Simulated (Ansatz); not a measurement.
An input for Ansatz 0.2.0 (Nb):

input.yaml

```yaml
crystal:
  lattice:
    - [-1.7071886859, 1.7071886859, 1.7071886859]
    - [1.7071886859, -1.7071886859, 1.7071886859]
    - [1.7071886859, 1.7071886859, -1.7071886859]
  atoms:
    - { symbol: Nb, position: [0.0, 0.0, 0.0] }
hamiltonian:
  xc: lda
  pseudopotentials: { kind: nc, source: spms }
kpoints:
  mp_grid: { grid: [7, 7, 7] }
scf:
  occupations: { method: methfessel_paxton, width: 0.05 }
  n_extra_bands: 6
  lower_state_search: standard
output:
  forces: true
  stress: true
  eigenvalues: true
  dos: { projected: false, de: 0.05 }
```

Potentials or basis: SPMS NC.

The run is started by

```bash
$ ansatz run input.yaml --threads 1 --pin off --max-ram 2560MiB --backend cpu --events-out ev --progress --plain --runs-dir out
```

Problem. What does the program do with it?

Solution. The run stopped without a result. It printed:

Output:

```text
Error: inconsistent input (hamiltonian.pseudopotentials.source, hamiltonian.xc, hamiltonian.pseudopotentials.xc_functional): this build's library has no table of `source: spms` for `kind: nc` and the LDA files: it has one for `kind: nc` and the PBE files. Leave `source` out
```
